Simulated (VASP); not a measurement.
# Tc, self-consistent run: which settings are enough?

Tc, P-3m1 (no. 164), 2 atoms in the cell. PBEsol; PAW potentials Tc_pv (PBE set). VASP 6.6.1. The cell is changed on purpose: last atom moved by 0.05 Å along z, cell strained by -1.0% along z.

Wanted: energy within 2 meV/atom.

What the run is for: energy; Accuracy asked: standard.

POSCAR:
```
Tc
1.0
    2.7400000000      0.0000000000      0.0000000000
   -1.3700000000      2.3729096064      0.0000000000
    0.0000000000      0.0000000000      4.3540200000
Tc
2
Direct
    0.6666666700      0.3333333300      0.7500000000
    0.3333333300      0.6666666700      0.2613688000
```

The series start from Plane-wave cutoff (eV): 340; Smearing width (eV): 0.1; k-point mesh: 15 × 15 × 9; Precision mode (PREC): Accurate; Electronic threshold (eV): 1e-6; Bands in all (NBANDS): 23; Aspherical gradient terms in the spheres (LASPH): yes; Electronic algorithm: ALGO=Normal; Use of symmetry (ISYM): defaults; Delay and inner steps: defaults. Each series keeps the choices made before it, and each single choice may use up half of a tolerance.

## Plane-wave cutoff (eV)

| Plane-wave cutoff (eV) | Energy less reference (meV/atom) | SCF iterations | Time (s) |
|---|---|---|---|
| 210 | 330.0 | 13 | 12 |
| 260 | 23.9 | 12 | 11 |
| 300 | -10.5 | 11 | 14 |
| 340 | -8.8 | 11 | 13 |
| 400 | -2.2 | 11 | 21 |
| 460 | 0.0 | 11 | 25 |
| 560 | -0.1 | 11 | 28 |
| 700 (reference) | 0.0 | 11 | 32 |

## Smearing width (eV)

| Smearing width (eV) | Energy less reference (meV/atom) | SCF iterations | Time (s) |
|---|---|---|---|
| 0.4 | -0.1 | 11 | 25 |
| 0.3 | -0.3 | 11 | 26 |
| 0.2 | -0.2 | 11 | 26 |
| 0.15 | -0.1 | 11 | 24 |
| 0.1 | -0.1 | 11 | 25 |
| 0.05 (reference) | 0.0 | 11 | 23 |

## k-point mesh

| k-point mesh | Energy less reference (meV/atom) | SCF iterations | Time (s) |
|---|---|---|---|
| 5 × 5 × 3 | -59.7 | 11 | 2.9 |
| 6 × 6 × 4 | 25.9 | 11 | 4.1 |
| 8 × 8 × 5 | -2.1 | 11 | 6.7 |
| 10 × 10 × 6 | 2.2 | 11 | 8.6 |
| 13 × 13 × 7 | 2.5 | 11 | 16 |
| 15 × 15 × 9 | 1.1 | 11 | 25 |
| 18 × 18 × 10 | -0.7 | 11 | 27 |
| 22 × 22 × 12 (reference) | 0.0 | 11 | 56 |

## Precision mode (PREC)

| Precision mode (PREC) | Energy less reference (meV/atom) | SCF iterations | Time (s) |
|---|---|---|---|
| SingleN | 0.5 | 11 | 17 |
| Normal | -0.1 | 11 | 17 |
| Single | 0.1 | 11 | 33 |
| Accurate (reference) | 0.0 | 11 | 27 |

## Electronic threshold (eV)

| Electronic threshold (eV) | Energy less reference (meV/atom) | SCF iterations | Time (s) |
|---|---|---|---|
| 0.001 | 0.0 | 9 | 16 |
| 0.0001 | 0.0 | 9 | 14 |
| 1e-5 | 0.0 | 10 | 17 |
| 1e-6 | 0.0 | 11 | 17 |
| 1e-7 | 0.0 | 13 | 18 |
| 1e-8 (reference) | 0.0 | 14 | 20 |

## Bands in all (NBANDS)

| Bands in all (NBANDS) | Energy less reference (meV/atom) | SCF iterations | Time (s) |
|---|---|---|---|
| 14 | 5.7 | 9 | 8.7 |
| 15 | -0.1 | 9 | 9.4 |
| 17 | 0.0 | 9 | 11 |
| 19 | 0.0 | 9 | 11 |
| 23 | 0.0 | 9 | 16 |
| 33 (reference) | 0.0 | 9 | 19 |

## Aspherical gradient terms in the spheres (LASPH)

| Aspherical gradient terms in the spheres (LASPH) | Energy less reference (meV/atom) | SCF iterations | Time (s) |
|---|---|---|---|
| yes | 0.0 | 9 | 9.4 |
| no | 0.0 | 9 | 10 |

## Electronic algorithm

| Electronic algorithm | Energy less reference (meV/atom) | SCF iterations | Time (s) |
|---|---|---|---|
| ALGO=Normal | 0.0 | 9 | 9.4 |
| ALGO=Fast | 0.8 | 11 | 12 |
| ALGO=VeryFast | 18.4 | 25 | 21 |
| ALGO=All ISEARCH=1 | 1.2 | 14 | 15 |
| ALGO=All ISEARCH=0 | 1.2 | 14 | 14 |
| ALGO=Damped TIME=0.4 | 6.9 | 41 | 26 |
| ALGO=Damped TIME=0.1 | 11.6 | 39 | 26 |

## Use of symmetry (ISYM)

| Use of symmetry (ISYM) | Energy less reference (meV/atom) | SCF iterations | Time (s) |
|---|---|---|---|
| defaults | 0.0 | 9 | 9.4 |
| ISYM=1 | 0.0 | 9 | 11 |
| ISYM=0 | 0.0 | 9 | 44 |
| ISYM=-1 | 0.0 | 9 | 71 |

## Delay and inner steps

| Delay and inner steps | Energy less reference (meV/atom) | SCF iterations | Time (s) |
|---|---|---|---|
| defaults | 0.0 | 9 | 9.4 |
| NELMDL=-2 | 0.0 | 7 | 6.7 |
| NELMDL=-8 | 0.0 | 12 | 11 |
| NELMDL=-12 | 0.0 | 16 | 12 |
| NRMM=2 | 2.2 | 14 | 12 |
| NRMM=6 | 0.0 | 9 | 9.6 |
| WEIMIN=0.001 | 0.0 | 9 | 9.0 |

## Question

The rows run from the loosest to the tightest (no order: aspherical gradient terms in the spheres, electronic algorithm, use of symmetry, delay and inner steps). For each series: choose the loosest value from which every tighter one stays within half of the tolerance; where there is no order, keep the first row unless others stay within half of the tolerance and take at least 30 % less time, and then take the fastest.

## Answer

- Plane-wave cutoff (eV): 460
- Smearing width (eV): 0.4
- k-point mesh: 18 × 18 × 10
- Precision mode (PREC): SingleN
- Electronic threshold (eV): 0.001
- Bands in all (NBANDS): 15
- Aspherical gradient terms in the spheres (LASPH): yes
- Electronic algorithm: ALGO=Normal
- Use of symmetry (ISYM): defaults
- Delay and inner steps: defaults

## All choices together

| Input | Energy less reference (meV/atom) | Time (s) |
|---|---|---|
| the program's defaults (naive) | 15.8 | 1.1 |
| chosen settings | 0.4 | 9.4 |
| reference settings throughout | 0.0 | 122 |

The tolerance is met.

## The input

INCAR:
```
SYSTEM = Tc
ALGO = Normal
EDIFF = 0.001
ENCUT = 460
GGA = PS
GGA_COMPAT = .False.
ISIF = 2
ISMEAR = 1
KPAR = 2
LASPH = .True.
LCHARG = .False.
LREAL = .False.
LWAVE = .False.
NBANDS = 15
NELM = 120
PREC = SingleN
SIGMA = 0.4
```

KPOINTS:
```
Automatic mesh
0
Gamma
  18 18 10
  0 0 0
```

Commands:
```
cat potpaw_PBE.64/Tc_pv/POTCAR > POTCAR
mpirun -np 2 vasp_std > vasp.out
```

The chosen input took VASP 6.6.1 9.4 s on 2 cores (Intel Xeon 6975P-C (Granite Rapids)), a shared host.

## An input that fails: one k point for a small cell

It runs to its end, but against the unchanged starting input it is off by 2682.8 meV/atom in the energy.

k mesh: 15 × 15 × 9 becomes 1 × 1 × 1.

Changes against the starting input:
```
- NELM = 120
- KPAR = 2
+ NELM = 73
```
